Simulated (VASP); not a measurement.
A run of VASP 6.6.1:

File INCAR:

```
SYSTEM = Nb
ALGO     = Normal         ! electronic algorithm
EDIFF    = 1E-6           ! SCF threshold, eV
EDIFFG   = -0.01          ! ionic threshold
ENCUT    = 600            ! plane-wave cutoff, eV
GGA      = PS             ! functional
IBRION   = 2              ! ionic algorithm
ISIF     = 3              ! what is computed and relaxed
ISMEAR   = 1              ! smearing method
KPAR     = 2            
LASPH    = .TRUE.         ! aspherical terms in the spheres
LCHARG   = .FALSE.        ! write CHGCAR
LREAL    = .FALSE.        ! projectors in reciprocal space
LWAVE    = .FALSE.        ! write WAVECAR
NELM     = 80             ! most SCF steps
NSW      = 90             ! ionic steps
PREC     = Accurate       ! precision mode
SIGMA    = 0.1            ! smearing width, eV
```

File KPOINTS:

```
k-points
0
G
  16 16 16
  0 0 0
```

POSCAR

```
Nb
1.0
   -1.6639500000      1.6639500000      1.6639500000
    1.6639500000     -1.6639500000      1.6639500000
    1.6639500000      1.6639500000     -1.6639500000
Nb
1
Direct
    0.0000000000      0.0000000000      0.0000000000
```

Potentials or basis: VASP PAW PBE potentials, release 64 (Nb_sv).

Launch:

```bash
$ cat potpaw_PBE.64/Nb_sv/POTCAR > POTCAR
$ mpirun -np 2 vasp_std > vasp.out
```

Hardware: 2 MPI ranks on Intel(R) Xeon(R) Platinum 8559C (Emerald Rapids) (shared host).

Problem. How long does it take, and how much memory?

Solution. Wall time 26 s on 2 MPI ranks on Intel(R) Xeon(R) Platinum 8559C (Emerald Rapids), with other jobs on the host, peak memory 0.16 GiB a rank. Counts: scf iterations 39, k points 145, ion steps 4.
